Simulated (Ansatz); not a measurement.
# HfN in Ansatz: the effect of Hubbard term

The system is HfN.

```
CELL_PARAMETERS angstrom
0.00000 2.45482 2.45482
2.45482 0.00000 2.45482
2.45482 2.45482 0.00000
ATOMIC_POSITIONS crystal
Hf 0.00000 0.00000 0.00000
N 0.25000 0.25000 0.25000
```

The cell comes from a database or a generator and needn't be the stable form of this composition.

Alike in all runs:

| Property | Result |
| --- | --- |
| Program | Ansatz 0.2.0 |
| Task | density of states |
| Functional | PBEsol |
| Potentials or basis | all-electron LAPW, scalar-relativistic |
| Cutoff | 392 eV (chosen from the basis error) |
| Basis error allowed | 0.001 eV/atom |
| k mesh | 9 × 9 × 9 |
| Occupations | fermi-dirac, width 0.05 eV |
| Spin | no spin polarisation |

```tsv
Hubbard term	pressure (GPa)
none	-5.0
Hf d U = 2 eV	-2.3
Hf d U = 4 eV	0.6
Hf d U = 6 eV	3.8
Hf d U = 8 eV	?
```

Problem. What does the run with Hubbard term Hf d U = 8 eV give?

Solution. Pressure 7.6 GPa.

Worked out: A straight line through the other rows of the pressure, of slope 1.47 GPa per eV, extrapolates to 6.6 GPa, against the run's 7.6.

Caveats: U is the effective U less J, on atomic orbitals that reach past the spheres (some runs); U without spin polarisation on a metal has little footing (some runs).
